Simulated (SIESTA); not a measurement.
BaTe:

```
Ba Te
1.0
     0.00000    3.41000    3.41000
     3.41000    0.00000    3.41000
     3.41000    3.41000    0.00000
Ba Te
1 1
Direct
  0.00000 0.00000 0.00000
  0.50000 0.50000 0.50000
```

Base run:

| Item | Value |
| --- | --- |
| Program | SIESTA 5.4.2 |
| Functional | PBEsol |
| Potentials or basis | PseudoDojo 0.4 standard (PBEsol files) |
| Basis | DZP (energy shift 0.003 Ry; two zetas on semicore shells; d shell added on Ba) |
| Grid cutoff | 500 Ry |
| Energy shift | 0.003 Ry |
| k mesh | 7 × 7 × 7 |
| Occupations | fermi-dirac, width 0.05 eV |
| Spin | no spin polarisation |

Its results: band gap on the k mesh 1.29 eV, indirect (least direct gap 1.69 eV); pressure 2.7 GPa.

The run is repeated on the same cell with these changes: functional from PBEsol to LDA; potentials or basis from PseudoDojo 0.4 standard (PBEsol files) to PseudoDojo 0.4 standard (LDA files). What comes out?

Band gap on the k mesh 1.28 eV, indirect (least direct gap 1.68 eV); pressure 1.6 GPa.

Caveats: this set's barium file shifts pressures by up to 1 GPa against other sets; spin-orbit coupling is left out, which moves the levels of the heavy elements; the basis of atomic orbitals isn't converged, which shifts pressures, moduli and gaps; an odd mesh through Γ misses points on the zone boundary, where band edges often lie (some runs).
